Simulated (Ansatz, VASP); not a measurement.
Two plane-wave programs on ZnO

INCAR

```
SYSTEM = ZnO
ALGO     = Normal         ! electronic algorithm
EDIFF    = 1E-6           ! SCF threshold, eV
ENCUT    = 520            ! plane-wave cutoff, eV
GGA      = PE             ! functional
ISIF     = 2              ! what is computed and relaxed
ISMEAR   = 0              ! smearing method
LASPH    = .True.         ! aspherical terms in the spheres
LCHARG   = .True.         ! write CHGCAR
LELF     = .True.         ! ELF
LREAL    = .False.        ! projectors in reciprocal space
LVHAR    = .True.       
LWAVE    = .False.        ! write WAVECAR
NBANDS   = 26             ! bands
NELM     = 100            ! most SCF steps
PREC     = Accurate       ! precision mode
SIGMA    = 0.01           ! smearing width, eV
```

KPOINTS

```
k-points
0
Gamma
  12 12 4
  0 0 0
```

File POSCAR:

```
ZnO
1.0
    3.2353408641      0.0000000001      0.0000000000
   -1.6176704321      2.8018873782      0.0000000000
    0.0000000000      0.0000000000      5.2109518316
Zn O
2 2
Direct
    0.3333333333      0.6666666667     -0.0023477534
    0.6666666667      0.3333333333      0.4976522466
    0.3333333333      0.6666666667      0.3773477534
    0.6666666667      0.3333333333      0.8773477534
```

Input for Ansatz:

```yaml
crystal:
  lattice:
    - [3.2353408641, 1.0e-10, 0.0]
    - [-1.6176704321, 2.8018873782, 0.0]
    - [0.0, 0.0, 5.2109518316]
  atoms:
    - { symbol: Zn, position: [0.3333333333, 0.6666666667, -0.0023477534] }
    - { symbol: Zn, position: [0.6666666667, 0.3333333333, 0.4976522466] }
    - { symbol: O, position: [0.3333333333, 0.6666666667, 0.3773477534] }
    - { symbol: O, position: [0.6666666667, 0.3333333333, 0.8773477534] }
kpoints:
  mp_grid: { grid: [12, 12, 4] }
hamiltonian:
  xc: pbe
scf:
  occupations: { method: fixed }
output:
  optics: { e_range: [0, 12], de: 0.05, sigma: 0.1, bands: auto }
```

Alike in both runs: task single point; functional PBE; k mesh 12 × 12 × 4; no spin polarisation.

```csv
,VASP,Ansatz
version,VASP 6.6.1,Ansatz 0.2.0
potentials or method,"VASP PAW PBE potentials, release 64 (Zn, O)","plane waves, PAW"
plane-wave cutoff (eV),520,420
occupations,"gaussian, width 0.01 eV",fixed
valence electrons in the cell,36,36
```

```tsv
	VASP	Ansatz	Ansatz less VASP
gap on the k mesh at the Fermi level (eV)	0.79	0.81	+0.014
```
